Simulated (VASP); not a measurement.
# CoO (P-6m2) in VASP: a series of runs

Aim: see how the results for CoO move with the level of theory and the settings. Levels: PBE, PBEsol. Tasks: phonons, elastic constants, optical spectrum.

Program: VASP 6.6.1. These are calculated values, not measurements. Logs are shortened: lines on timing, memory, paths and dates and some standing lists are left out, and cuts for length are marked.

## 1. The structure

It takes space group P-6m2 (No. 187, hexagonal). The conventional cell has a = 2.828 Å, b = 2.828 Å, c = 2.722 Å, α = 90.00°, β = 90.00°, γ = 120.00°. Co (site symmetry -6m2) is surrounded by 6 O at 2.13 Å. Around O (site symmetry -6m2) lie 6 Co at 2.13 Å.

The cell was built by a generator and needn't be a form met in nature.

## 2. Phonons, PBE, collinear spin, ferromagnetic start

POSCAR reads:

```
CoO
1.0
    2.8284500000      0.0000000000      0.0000000000
   -1.4142300000      2.4495100000      0.0000000000
    0.0000000000      0.0000000000      2.7217200000
Co O
1 1
Direct
    0.0000000000      0.0000000000      0.5000000000
    0.6666700000      0.3333300000      0.0000000000
```

INCAR.step1 reads:

```
SYSTEM = CoO
PREC = Accurate
ENCUT = 600
EDIFF = 1E-8
ISMEAR = 0
SIGMA = 0.02
LREAL = .FALSE.
LASPH = .TRUE.
NELM = 100
ALGO = Fast
ISIF = 3
LWAVE = .FALSE.
LCHARG = .FALSE.
ISPIN = 2
MAGMOM = 2 0
LORBIT = 11
LMAXMIX = 4
GGA = PE
IBRION = 2
NSW = 40
EDIFFG = -0.002
```

INCAR.step2 reads:

```
SYSTEM = CoO
PREC = Accurate
ENCUT = 600
EDIFF = 1E-8
ISMEAR = 0
SIGMA = 0.02
LREAL = .FALSE.
LASPH = .TRUE.
NELM = 100
ALGO = Fast
ISIF = 2
LWAVE = .FALSE.
LCHARG = .FALSE.
ISPIN = 2
MAGMOM = 2 0
LORBIT = 11
LMAXMIX = 4
GGA = PE
IBRION = 8
NSW = 1
```

KPOINTS reads:

```
regular mesh
0
G
  8 8 7
  0 0 0
```

Potentials or basis: VASP PAW PBE potentials, release 64 (Co, O).

Command:

```sh
cat potpaw_PBE.64/Co/POTCAR potpaw_PBE.64/O/POTCAR > POTCAR
cp INCAR.step1 INCAR
mpirun -np 1 vasp_std > vasp.out
cp CONTCAR POSCAR
cp INCAR.step2 INCAR
mpirun -np 1 vasp_std > vasp.out
```

OUTCAR:

```text
SYSTEM = CoO
   PREC = Accurate
   ENCUT = 600
   EDIFF = 1E-8
   ISMEAR = 0
   LREAL = .FALSE.
   LASPH = .TRUE.
   NELM = 100
   ISIF = 2
   ISPIN = 2
   LORBIT = 11
   GGA = PE
   IBRION = 8
   NSW = 1

 ion  position               nearest neighbor table
   1  1.000  0.000  0.500-   2 2.12   2 2.12   2 2.12   2 2.12   2 2.12   2 2.12
   2  0.667  0.333  0.000-   1 2.12   1 2.12   1 2.12   1 2.12   1 2.12   1 2.12

  LATTYP: Found a hexagonal cell.
 ALAT       =     2.8307588039
 C/A-ratio  =     0.9571218779

  Lattice vectors:

 A1 = (   2.8307588038,   0.0000102470,   0.0000000000)
 A2 = (  -1.4153755318,   2.4515146121,   0.0000000000)
 A3 = (   0.0000000000,   0.0000000000,   2.7093811824)

Analysis of symmetry for initial positions (statically):
=====================================================================
 Subroutine PRICEL returns:
 Original cell was already a primitive cell.

 Routine SETGRP: Setting up the symmetry group for a
 hexagonal supercell.

 Subroutine GETGRP returns: Found  4 space group operations
 (whereof  4 operations were pure point group operations)
 out of a pool of 24 trial point group operations.

The static configuration has the point symmetry C_2v.

Analysis of symmetry for dynamics (positions and initial velocities):
=====================================================================
 Subroutine PRICEL returns:
 Original cell was already a primitive cell.

 Routine SETGRP: Setting up the symmetry group for a
 hexagonal supercell.

 Subroutine GETGRP returns: Found  4 space group operations
 (whereof  4 operations were pure point group operations)
 out of a pool of 24 trial point group operations.

The dynamic configuration has the point symmetry C_2v.

Analysis of structural, dynamic, and magnetic symmetry:
=====================================================================
 Subroutine PRICEL returns:
 Original cell was already a primitive cell.

 Routine SETGRP: Setting up the symmetry group for a
 hexagonal supercell.

 Subroutine GETGRP returns: Found  4 space group operations
 (whereof  4 operations were pure point group operations)
 out of a pool of 24 trial point group operations.

The overall configuration has the point symmetry C_2v.

 Subroutine INISYM returns: Found  4 space group operations
 (whereof  4 operations are pure point group operations),
 and found     1 'primitive' translations

----------------------------------------------------------------------------------------

                                     Primitive cell

  volume of cell :      18.8022

  direct lattice vectors                    reciprocal lattice vectors
     2.830758804  0.000010247  0.000000000     0.353261432  0.203954562  0.000000000
    -1.415375532  2.451514612  0.000000000    -0.000001477  0.407910238  0.000000000
     0.000000000  0.000000000  2.709381182     0.000000000  0.000000000  0.369087970

  length of vectors
     2.830758804  2.830761698  2.709381182     0.407910655  0.407910238  0.369087970

  position of ions in fractional coordinates (direct lattice)
     0.999999445  0.000000555  0.500000000
     0.666670555  0.333329445  0.000000000

  ion indices of the primitive-cell ions
   primitive index   ion index
                 1           1
                 2           2

----------------------------------------------------------------------------------------

 KPOINTS: regular mesh

Automatic generation of k-mesh.
 Grid dimensions read from file:
 generate k-points for:    8    8    7

 Generating k-lattice:

  Cartesian coordinates                     Fractional coordinates (reciprocal lattice)
     0.044157679  0.025494320  0.000000000     0.125000000  0.000000000  0.000000000
    -0.000000185  0.050988780  0.000000000     0.000000000  0.125000000  0.000000000
     0.000000000  0.000000000  0.052726853     0.000000000  0.000000000  0.142857143

  Length of vectors
     0.050988832  0.050988780  0.052726853

  Shift w.r.t. Gamma in fractional coordinates (k-lattice)
     0.000000000  0.000000000  0.000000000

 Subroutine IBZKPT returns following result:
 ===========================================

 Found     84 irreducible k-points:

 Following reciprocal coordinates:
            Coordinates               Weight
  0.000000  0.000000  0.000000      1.000000
  0.125000 -0.000000  0.000000      4.000000
 -0.125000  0.125000  0.000000      2.000000
  0.250000 -0.000000  0.000000      4.000000
 -0.250000  0.250000  0.000000      2.000000
[... 69 lines left out ...]
 spin polarized calculation
 RMM-DIIS sequential band-by-band and
 Gauss-broadening in eV      SIGMA  =   0.02
  energy-cutoff  :      600.00
  volume of cell :       18.80
 maximum number of plane-waves:       640
   NGX = 11   NGY = 11   NGZ = 11

--------------------------------------- Ionic step        1  -------------------------------------------

 number of electron      15.0000001 magnetization       2.9999817

 Free energy of the ion-electron system (eV)
  ---------------------------------------------------
  ext. energy  EPLUGINS =         0.00000000
  ---------------------------------------------------
  free energy    TOTEN  =       -12.92714926 eV

  energy without entropy =      -12.92657852  energy(sigma->0) =      -12.92686389

 E-fermi :   8.2647     XC(G=0): -12.5879

 val. band max:        8.2633863065   @ k =   0.2500   0.2500   0.2857
 cond. band min:       8.2677304901   @ k =   0.5000   0.5000   0.1429
 fundamental gap:      0.0043441836
 Fermi energy:         8.2646523278

 spin component 1

 k-point     1 :       0.0000    0.0000    0.0000
  band No.  band energies     occupation
      1     -12.3015      1.00000
      2       3.2396      1.00000
      3       3.2398      1.00000
      4       3.8750      1.00000
      5       4.6241      1.00000
      6       5.3421      1.00000
      7       5.3422      1.00000
      8       7.2533      1.00000
      9       7.2533      1.00000
     10       8.9794      0.00000
     11      23.0048      0.00000
     12      24.3303      0.00000
[... 333 lines left out ...]
      1     -11.9768      1.00000
      2       2.6776      1.00000
      3       2.9055      1.00000
      4       3.3812      1.00000
      5       4.5786      1.00000
      6       5.1771      1.00000
      7       5.6829      1.00000
      8       6.8721      1.00000
      9       7.1870      1.00000
     10      10.8266      0.00000
     11      22.0379      0.00000
     12      22.8060      0.00000

 [... further k-points ...]

 spin component 2

 k-point     1 :       0.0000    0.0000    0.0000
  band No.  band energies     occupation
      1     -11.6479      1.00000
      2       4.5367      1.00000
      3       4.5367      1.00000
      4       5.3129      1.00000
      5       5.6013      1.00000
      6       8.5341      0.00000
      7       8.5341      0.00000
      8       9.0969      0.00000
      9       9.0971      0.00000
     10       9.5685      0.00000
     11      23.4147      0.00000
     12      24.9276      0.00000
[... 346 lines left out ...]
 [... further k-points ...]
[... 5 lines left out ...]
  --------------------------------------------------------------------------------------
  -------------------------------------------------------------------------------------
  Total       -0.0014180     -0.0014027      0.0024411      0.0000132      0.0000000      0.0000000
  in kB       -0.1208327     -0.1195305      0.2080076      0.0011280      0.0000000      0.0000000
  external PRESSURE =      -0.0107852 kB  Pullay stress =       0.0000000 kB

 VOLUME and BASIS-vectors are now :
 -----------------------------------------------------------------------------
  energy-cutoff  :      600.00
  volume of cell :       18.80
      direct lattice vectors                 reciprocal lattice vectors
     2.830758804  0.000010247  0.000000000     0.353261432  0.203954562  0.000000000
    -1.415375532  2.451514612  0.000000000    -0.000001477  0.407910238  0.000000000
     0.000000000  0.000000000  2.709381182     0.000000000  0.000000000  0.369087970

 POSITION                                       TOTAL-FORCE (eV/Angst)
 -----------------------------------------------------------------------------------
      2.83076      0.00001      1.35469         0.000009     -0.000005      0.000000
      1.41540      0.81717      0.00000        -0.000009      0.000005      0.000000
 -----------------------------------------------------------------------------------
    total drift:                                0.000014      0.000025      0.000000

  FREE ENERGIE OF THE ION-ELECTRON SYSTEM (eV)
  ---------------------------------------------------
  free  energy   TOTEN  =       -12.9271492633 eV

  energy  without entropy=      -12.9265785176  energy(sigma->0) =      -12.92686389

[... ionic steps 2 to 3 ...]

--------------------------------------- Ionic step        4  -------------------------------------------

------------------------ aborting loop because EDIFF is reached ----------------------------------------
[... 11 lines left out ...]
[... ionic steps 8 to 8 ...]

--------------------------------------- Ionic step        9  -------------------------------------------

 Free energy of the ion-electron system (eV)
  ---------------------------------------------------
  ---------------------------------------------------
  free energy    TOTEN  =        -0.35835661 eV

  energy without entropy =       -0.35835660

------------------------ aborting loop because EDIFF is reached ----------------------------------------

 INTERNAL STRAIN TENSOR  FOR ION    2  DIRECTION 3   (eV/Angst):
 -----------------------------------------------------------------------------
     0.01716  0.00053  0.02838
     0.00053  0.01778 -0.01639
     0.02841 -0.01640 -0.03757

 INTERNAL STRAIN TENSOR FOR ION    2 for displacements in x,y,z  (eV/Angst):
          X           Y           Z          XY          YZ          ZX
  --------------------------------------------------------------------------------
  x     0.03750    -0.01937     0.01836    -0.30068     0.00000     0.00000
  y    -0.31386     0.30339    -0.01060     0.09906     0.00000     0.00000
  z     0.00000     0.00000     0.00000     0.00000    -0.01640     0.02838

 SECOND DERIVATIVES (NOT SYMMETRIZED)
 ------------------------------------
               1X          1Y          1Z          2X          2Y          2Z
  1X    -2.650764    0.027384    0.000000    2.650764   -0.027384    0.000000
  1Y     0.027384   -2.619151    0.000000   -0.027384    2.619151    0.000000
  1Z     0.000000    0.000000   -2.796213    0.000000    0.000000    2.796213
  2X     2.659135   -0.027405    0.000000   -2.659135    0.027405    0.000000
  2Y    -0.027405    2.627498    0.000000    0.027405   -2.627498    0.000000
  2Z     0.000000    0.000000    2.797012    0.000000    0.000000   -2.797012

 Eigenvectors and eigenvalues of the dynamical matrix
 ----------------------------------------------------

   1 f  =    7.370245 THz    46.308616 2PiTHz  245.844917 cm-1    30.480871 meV
             X         Y         Z           dx          dy          dz
      2.830756  0.000012  1.354691     0.000000   -0.000000   -0.462035
      1.415397  0.817169  0.000000    -0.000000    0.000000    0.886862
[... 21 lines left out ...]
   6 f/i=    0.004659 THz     0.029272 2PiTHz    0.155402 cm-1     0.019267 meV
             X         Y         Z           dx          dy          dz
      2.830756  0.000012  1.354691    -0.443494   -0.768326   -0.000000
      1.415397  0.817169  0.000000    -0.230714   -0.399699   -0.000000

--------------------------------------------------------------------------------------------------------

 ELASTIC MODULI CONTR FROM IONIC RELAXATION (kBar)
 Direction    XX          YY          ZZ          XY          YZ          ZX
 --------------------------------------------------------------------------------
 XX          -0.1616      0.1524     -0.0638      0.8510      0.0000     -0.0000
 YY           0.1524     -0.1440      0.0580     -0.8358     -0.0000      0.0000
 ZZ          -0.0638      0.0580     -0.0397      0.1055     -0.0000      0.0000
 XY           0.8510     -0.8358      0.1055     -8.1410      0.0000     -0.0000
 YZ           0.0000     -0.0000     -0.0000      0.0000     -0.0080      0.0137
 ZX          -0.0000      0.0000      0.0000     -0.0000      0.0137     -0.0235
 --------------------------------------------------------------------------------

 total charge

# of ion       s       p       d       tot
------------------------------------------
    1        0.309   0.396   7.149   7.855
    2        1.560   3.407   0.000   4.967
--------------------------------------------------
tot          1.869   3.803   7.149  12.821

 magnetization (x)

# of ion       s       p       d       tot
------------------------------------------
    1        0.006   0.008   2.531   2.545
    2        0.027   0.382   0.000   0.409
--------------------------------------------------
tot          0.033   0.390   2.531   2.954
```

Wall time 17 min (1 thread of AMD EPYC 7R43 (Zen 3), shared host); peak memory 0.24 GiB.

What came out:

- Relaxed volume: 9.40 Å³/atom
- Relaxed cell: a = 2.831 Å, b = 2.831 Å, c = 2.709 Å, α = 90.00°, β = 90.00°, γ = 120.00°
- Space group after relaxing (to 0.05 Å): P-6m2 (No. 187)
- Net moment: 3.00 μB per cell
- Site moments: Co +2.54; O +0.41 μB
- Valence electrons inside the program's atomic spheres: Co 7.86; O 4.97
- Highest phonon frequency at Γ, LO-TO splitting left out: 246 cm⁻¹

The path:
```csv
step,energy change (eV),largest force (eV/Å),pressure (GPa),volume (Å³)
1,0.0000,0.0001,-0.76,18.86
2,-0.0003,0.0000,0.64,18.74
3,-0.0003,0.0000,0.20,18.77
4,-0.0004,0.0000,0.08,18.79
5,-0.0004,0.0000,0.00,18.80
```

Final structure:
```xyz
2
Lattice="2.8308 0.0000 0.0000 -1.4154 2.4515 0.0000 0.0000 0.0000 2.7094" Properties=species:S:1:pos:R:3 pbc="T T T"
Co    2.8308    0.0000    1.3547
O     1.4154    0.8172    0.0000
```

Phonon frequencies in cm⁻¹ (negative: imaginary):
```csv
q point,frequencies
"(0.000, 0.000, 0.000)",0 0 0 237 240 246
```

Caveat: a cell with one magnetic atom can't hold antiferromagnetic order, which such compounds often take.

## 3. Elastic constants, PBE, collinear spin, ferromagnetic start

POSCAR is that of step 2.

INCAR.step1 reads:

```
SYSTEM = CoO
PREC = Accurate
ENCUT = 600
EDIFF = 1E-8
ISMEAR = 0
SIGMA = 0.02
LREAL = .False.
LASPH = .True.
NELM = 120
ALGO = Normal
ISIF = 3
LWAVE = .False.
LCHARG = .False.
ISPIN = 2
MAGMOM = 2 0
LORBIT = 11
LMAXMIX = 4
GGA = PE
IBRION = 2
NSW = 40
EDIFFG = -0.002
```

INCAR.step2 reads:

```
SYSTEM = CoO
PREC = Accurate
ENCUT = 600
EDIFF = 1E-8
ISMEAR = 0
SIGMA = 0.02
LREAL = .False.
LASPH = .True.
NELM = 120
ALGO = Normal
ISIF = 3
LWAVE = .False.
LCHARG = .False.
ISPIN = 2
MAGMOM = 2 0
LORBIT = 11
LMAXMIX = 4
GGA = PE
IBRION = 6
NFREE = 2
POTIM = 0.015
NSW = 1
```

KPOINTS reads:

```
regular mesh
0
Gamma
  6 6 5
  0 0 0
```

Potentials or basis: VASP PAW PBE potentials, release 64 (Co, O).

Command:

```sh
cat potpaw_PBE.64/Co/POTCAR potpaw_PBE.64/O/POTCAR > POTCAR
cp INCAR.step1 INCAR
mpirun -np 1 vasp_std > vasp.out
cp CONTCAR POSCAR
cp INCAR.step2 INCAR
mpirun -np 1 vasp_std > vasp.out
```

It took 15 min on 1 thread of AMD EPYC 7R43 (Zen 3), shared host; peak memory 0.16 GiB.

It converged, with:

```
Relaxed volume                                          : 9.37 Å³/atom
Relaxed cell                                            : a = 2.824 Å, b = 2.824 Å, c = 2.715 Å, α = 90.00°, β = 90.00°, γ = 120.00°
Space group after relaxing (to 0.05 Å)                  : P-6m2 (No. 187)
Net moment                                              : 3.00 μB per cell
Site moments                                            : Co +2.56; O +0.41 μB
Valence electrons inside the program's atomic spheres   : Co 7.84; O 4.97
Voigt bulk modulus                                      : 198 GPa
Highest phonon frequency at Γ, LO-TO splitting left out : 296 cm⁻¹
```

Step by step:
| step | energy change (eV) | largest force (eV/Å) | pressure (GPa) | volume (Å³) |
| --- | --- | --- | --- | --- |
| 1 | 0.0000 | 0.0001 | -1.15 | 18.86 |
| 2 | -0.0002 | 0.0000 | 0.82 | 18.67 |
| 3 | -0.0004 | 0.0000 | 0.01 | 18.75 |

Final structure:
```xyz
2
Lattice="2.8237 0.0000 0.0000 -1.4119 2.4454 0.0000 0.0000 0.0000 2.7148" Properties=species:S:1:pos:R:3 pbc="T T T"
Co   -1.4119    2.4454    1.3574
O     1.4119    0.8151    0.0000
```

Phonon frequencies in cm⁻¹ (negative: imaginary):
```
              q point        frequencies
(0.000, 0.000, 0.000)  0 0 0 214 296 296
```

Elastic tensor in Voigt notation (GPa, in the Cartesian axes of the cell as first typed):
```
260 119 157   0   0   0
119 260 157   0   0   0
157 157 398   0   0   0
  0   0   0   2   0   0
  0   0   0   0   2   0
  0   0   0   0   0  70
```

Clamped-ion elastic tensor (GPa):
```
262 117 157   0   0   0
117 262 157   0   0   0
157 157 398   0   0   0
  0   0   0   2   0   0
  0   0   0   0   2   0
  0   0   0   0   0  73
```

Caveat: the k mesh is coarse (spacing up to 0.46 Å⁻¹), so the values aren't converged; a cell with one magnetic atom can't hold antiferromagnetic order, which such compounds often take.

[end of part 1 of 2]
